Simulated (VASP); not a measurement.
Wanted: the native input for a VASP 6.6.1 run.

| Property | Result |
| --- | --- |
| Task | single point |
| Functional | PBE |
| Potentials or basis | VASP PAW PBE potentials, release 64 (Sr_sv) |
| Cutoff | 520 eV |
| k mesh | 10 × 10 × 10 |
| Occupations | fermi-dirac, width 0.08 eV |
| Spin | no spin polarisation |
| Dipole correction | no |
| Further INCAR settings | ALGO = Fast; EDIFF = 1e-06; NBANDS = 11 |

The structure of Sr lies in POSCAR:

```
Sr
1.0
    0.0912705000      3.0879852500      3.0879852500
    3.0879852500      0.0912705000      3.0879852500
    3.0879852500      3.0879852500      0.0912705000
Sr
1
Direct
    0.0000000000      0.0000000000      0.0000000000
```

The cell isn't the ideal one: equal xy, yz and zx shear strains of +3 %.

One way to write it, as run:

INCAR

```
SYSTEM = Sr
PREC = Accurate
ENCUT = 520
EDIFF = 1E-6
ISMEAR = -1
SIGMA = 0.08
LREAL = .False.
LASPH = .True.
NELM = 100
ALGO = Fast
ISIF = 2
LWAVE = .False.
LCHARG = .False.
GGA = PE
NBANDS = 11
```

KPOINTS

```
Automatic mesh
0
Gamma
  10 10 10
  0 0 0
```

Potentials or basis: VASP PAW PBE potentials, release 64 (Sr_sv).

Launch:

```console
$ cat potpaw_PBE.64/Sr_sv/POTCAR > POTCAR
$ mpirun -np 1 vasp_std > vasp.out
```

It gave:

- Pressure: -0.2 GPa
- Band gap on the k mesh: none (metal or under the smearing width)

Wall time 55 s on 1 thread of Intel(R) Xeon(R) Platinum 8375C CPU @ 2.90GHz (Ice Lake), with other jobs on the host, peak memory 0.22 GiB.
